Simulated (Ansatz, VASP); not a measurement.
# C: VASP beside Ansatz

```
CELL_PARAMETERS angstrom
1.22232 0.70570 3.31263
-1.22232 0.70570 3.31263
0.00000 -1.41141 3.31263
ATOMIC_POSITIONS crystal
C 0.16659 0.16659 0.16659
C 0.83341 0.83341 0.83341
```

Alike in both runs: functional LDA; k mesh 15 × 15 × 15; occupations gaussian, width 0.02 eV; no spin polarisation.

Ansatz relaxed the structure, and its values are those at the end. VASP's run is a single point on that final structure, the one shown.

|  | VASP | Ansatz |
| --- | --- | --- |
| version | VASP 6.6.1 | Ansatz 0.2.0 |
| potentials or method | VASP PAW LDA potentials, release 64 (C) | scalar-relativistic, plane waves, PAW |
| plane-wave cutoff (eV) | 520 | 420 |
| valence electrons in the cell | 8 | 8 |

Ansatz gave:

```
gap on the k mesh at the Fermi level (eV) : 0.72
least direct gap on the mesh (eV)         : 0.72
pressure (GPa)                            : 0.0
```

Task: Which values does VASP return?

Result: gap on the k mesh at the Fermi level (eV): 0.72; least direct gap on the mesh (eV): 0.72; pressure (GPa): 0.9.

Ansatz warned: «pseudo_functional_mismatch».

Caveats: an odd mesh through Γ misses points on the zone boundary, where band edges often lie.
